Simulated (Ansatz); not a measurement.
# Co: single point with PBEsol

Crystal: Co.

```
Co
1.0
     2.47200    0.00000    0.00000
    -1.23600    2.14081    0.00000
     0.00000    0.00000    4.02114
Co
2
Direct
  0.66667 0.33333 0.75000
  0.33333 0.66667 0.25000
```

```json
{
 "Program": "Ansatz 0.2.0",
 "Task": "single point",
 "Functional": "PBEsol",
 "Potentials or basis": "all-electron LAPW, scalar-relativistic",
 "Cutoff": "315 eV (chosen from the basis error)",
 "Basis error allowed": "0.001 eV/atom",
 "k mesh": "12 × 12 × 7",
 "Occupations": "fermi-dirac, width 0.05 eV",
 "Spin": "collinear spin, antiferromagnetic start",
 "Starting moments": "[2.0, -2.0] μB"
}
```

The pressure is -5.8 GPa and the band gap on the k mesh is none (metal or under the smearing width). The net moment is -3.20 μB per cell, the absolute moment is 3.49 μB per cell and the site moments are Co -1.65 μB.

Stress tensor (GPa, compression positive):
```
-4.90  0.00  0.00
 0.00 -4.90  0.00
 0.00  0.00 -7.72
```

Levels at points of the mesh, in eV from the Fermi level:
Spin up:
```tsv
k point	band 11	band 12	band 13	band 14	band 15	band 16	band 17	band 18	band 19	band 20
(0.00, 0.00, 0.00)	-1.06	-0.99	-0.99	-0.62	-0.62	-0.29	-0.15	-0.15	1.10	1.10
(0.00, -0.50, 0.00)	-3.38	-1.92	-1.13	-1.10	-0.66	1.25	1.36	1.42	2.61	4.39
```
Spin down:
```tsv
k point	band 16	band 17	band 18	band 19	band 20	band 21	band 22	band 23
(0.00, 0.00, 0.00)	-1.90	-1.90	-0.77	-0.77	-0.30	6.38	21.94	24.77
(0.00, -0.50, 0.00)	-0.61	-0.54	-0.46	1.33	3.37	9.67	10.33	12.77
```

Wall time 54 s on 2 threads of Arm Neoverse V2, on a shared host, peak memory 0.48 GiB.

Caveat: the starting moments weren't kept.
